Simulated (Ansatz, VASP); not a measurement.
# TePb: VASP beside Ansatz

```
CELL_PARAMETERS angstrom
0.00000 3.23100 3.23100
3.23100 0.00000 3.23100
3.23100 3.23100 0.00000
ATOMIC_POSITIONS crystal
Pb 0.00000 0.00000 0.00000
Te 0.50000 0.50000 0.50000
```

Alike in both runs: task single point; functional PBEsol; k mesh 6 × 6 × 6; occupations fermi-dirac, width 0.05 eV; no spin polarisation.

|  | VASP | Ansatz |
| --- | --- | --- |
| version | VASP 6.6.1 | Ansatz 0.2.0 |
| potentials or method | VASP PAW PBE potentials, release 64 (Pb_d, Te), cutoff 520 eV | all-electron PAW datasets made for the crystal |

VASP gave:

| Property | Result |
| --- | --- |
| gap on the k mesh at the Fermi level (eV) | 0.67 |
| least direct gap on the mesh (eV) | 0.67 |
| pressure (GPa) | -0.4 |

What did Ansatz give for the same quantities?

gap on the k mesh at the Fermi level (eV): 0.66; least direct gap on the mesh (eV): 0.66; pressure (GPa): -0.4.

Ansatz ran all-electron here, so the differences hold the error of VASP's frozen core and of both bases.

Caveats: spin-orbit coupling is left out, which as a rule narrows the gap of such compounds by several tenths of an eV; the PAW data sets were made with another functional, which shifts forces and pressure a little (VASP). A k mesh can miss the band edges.
